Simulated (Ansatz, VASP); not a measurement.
**InP in VASP and in Ansatz**

```xyz
2
Lattice="0.0000 2.9305 2.9305 2.9305 0.0000 2.9305 2.9305 2.9305 0.0000" Properties=species:S:1:pos:R:3 pbc="T T T"
In    0.0000    0.0000    0.0000
P     4.3957    4.3957    4.3957
```

Alike in both runs: task single point; functional r2SCAN; k mesh 10 × 10 × 10; occupations gaussian, width 0.05 eV; no spin polarisation.

|  | VASP | Ansatz |
| --- | --- | --- |
| version | VASP 6.6.1 | Ansatz 0.2.0 |
| potentials or method | VASP PAW PBE potentials, release 64 (In_d, P) | scalar-relativistic, plane waves, PAW |
| plane-wave cutoff (eV) | 520 | 500 |
| valence electrons in the cell | 18 | 18 |

|  | VASP | Ansatz | Ansatz less VASP |
| --- | --- | --- | --- |
| gap on the k mesh at the Fermi level (eV) | 1.17 | 1.16 | -0.004 |
| least direct gap on the mesh (eV) | 1.17 | 1.16 | -0.004 |
| pressure (GPa) | 1.6 | 1.7 | +0.12 |

Caveats: the PAW data sets were made with another functional, which shifts forces and pressure a little (VASP); spin-orbit coupling is left out, which moves the levels of the heavy elements. r2SCAN opens gaps a little over a GGA but as a rule still falls short of measured ones.
